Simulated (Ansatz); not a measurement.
# Zn₄InGaO₇: Electric field gradients

The cell is a computed structure from the Materials Project (it need not be an observed phase), taken as it stands.

```
Zn In Ga O
1.0
     3.32781    0.00000    0.00000
    -1.66391    2.88197    0.00000
     0.00000    0.00000   33.39609
Zn In Ga O
8 2 2 14
Direct
  0.33333 0.66667 0.90777
  0.66667 0.33333 0.09223
  0.66667 0.33333 0.40777
  0.33333 0.66667 0.59223
  0.00000 0.00000 0.82895
  0.00000 0.00000 0.17105
  0.00000 0.00000 0.32895
  0.00000 0.00000 0.67105
  0.00000 0.00000 0.00000
  0.00000 0.00000 0.50000
  0.33333 0.66667 0.75000
  0.66667 0.33333 0.25000
  0.33333 0.66667 0.96720
  0.66667 0.33333 0.03280
  0.66667 0.33333 0.46720
  0.33333 0.66667 0.53280
  0.00000 0.00000 0.88890
  0.00000 0.00000 0.11110
  0.00000 0.00000 0.38890
  0.00000 0.00000 0.61110
  0.33333 0.66667 0.81001
  0.66667 0.33333 0.18999
  0.66667 0.33333 0.31001
  0.33333 0.66667 0.68999
  0.00000 0.00000 0.75000
  0.00000 0.00000 0.25000
```

Atoms are numbered from 1 in the order listed; like atoms form one site, named after its first atom.

Level of theory: DFT, r2SCAN, plane waves and PAW, scalar-relativistic, 500 eV cutoff, Γ-centred 8×8×1 k-points, Fermi–Dirac smearing 0.02 eV (Ansatz 0.2.0).

V_zz is the principal component of the electric field gradient with the largest magnitude, η = (V_xx − V_yy)/V_zz and C_Q = eQV_zz/h. Directions are in the Cartesian axes of the cell vectors above, for the atom listed; none is given where the gradient is under 0.02 or η is above 0.95.

Task: Which values are expected at the nuclei?

Result: 

```tsv
site	first atom	first shell	V_zz (10²¹ V/m²)	η	direction of V_zz (x, y, z)
Zn1	1	4 O at 1.98–2.02 Å; also 1 O at 3.26 Å	-0.33	0.00	0.00 0.00 1.00
Zn5	5	4 O at 2.00–2.02 Å; also 1 O at 2.64 Å	-0.67	0.00	0.00 0.00 1.00
In	9	6 O at 2.21 Å	6.80	0.00	0.00 0.00 1.00
Ga	11	5 O at 1.92–2.00 Å	-3.88	0.00	0.00 0.00 1.00
O13	13	1 Zn at 1.98 Å, 3 In at 2.21 Å	0.99	0.00	0.00 0.00 1.00
O17	17	4 Zn at 2.00–2.02 Å	-0.39	0.00	0.00 0.00 1.00
O21	21	1 Ga at 2.00 Å, 3 Zn at 2.02 Å; also 1 Zn at 3.26 Å	1.57	0.00	0.00 0.00 1.00
O25	25	3 Ga at 1.92 Å; also 2 Zn at 2.64 Å	-10.92	0.00	0.00 0.00 1.00
```

An axis of threefold or higher order runs through Zn1, Zn5, In, Ga, O13 and O17 and others, so V_zz lies along it and η is zero.

At this cell the r2SCAN pressure is -7 GPa, so with r2SCAN the cell would shrink if it were relaxed. The entry's cell may itself be off. Without spin–orbit coupling (the program notes it for In) the gradients are little affected as a rule: paired runs on crystals with a gap mostly move them by under 2 % at such atoms. With these PAW files V_zz is typically within 2 to 3 % of all-electron values, but misses above 10 % occur on Zn.

Hardware: 1 thread of Intel Xeon Platinum 8259CL CPU @ 2.50GHz (Skylake/Cascade Lake) (x86_64; 4 cores open to the job, memory cap 2.5 GiB, no GPU), a shared host with a load of 0.8 a core. Wall time 1.8 min, CPU time 1.8 min, peak memory 1.6 GiB.
